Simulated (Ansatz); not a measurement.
Ge built on the lonsdaleite prototype, relaxed with r2SCAN in the PAW code Ansatz. Space group P6_3/mmc (No. 194), hexagonal; conventional cell a = 3.998 Å, c = 6.593 Å, 22.81 Å³ an atom. Ge has 4 Ge at 2.45–2.47 Å.

The axes x, y and z are those of this cell:
```
CELL_PARAMETERS angstrom
3.99762 0.00000 0.00000
-1.99881 3.46204 0.00000
0.00000 0.00000 6.59282
ATOMIC_POSITIONS crystal
Ge 0.33333 0.66667 0.00037
Ge 0.66667 0.33333 0.50037
Ge 0.33333 0.66667 0.37463
Ge 0.66667 0.33333 0.87463
```

Unstrained: With HSE06 the gap is 0.380 eV and direct, at Γ. Meshes: HSE06 6×6×4. Strains are changes of length per length. After each strain the atoms were relaxed again with r2SCAN within the symmetry that the strain leaves, so tilts or polar shifts that break it weren't tested; points keep the names that they have in the unstrained zone. (Simulation; spin polarisation is off.)

Question: Apply uniaxial +3.0 % along x, other directions held. How far does the gap move, against the unstrained cell?

Answer: HSE06: the gap goes from 0.380 to 0.022 eV (-0.358 eV); so small a gap is at the limit of these settings; with HSE06 the top three valence levels at Γ, grouped 2+1 from the top over 284 meV, become 1+1+1 over 285 meV.

Question: Apply isotropic +5.0 % on every length. How far does the gap move, against the unstrained cell?

Answer: HSE06: gap 0.38 before, 0 after (eV); it has closed.

Spin-orbit coupling is left out.

The meshes of the hybrids are coarse, so their gaps aren't converged to the digits shown.

The splittings at Γ are without spin-orbit coupling, which regroups them where it is of like size or larger.
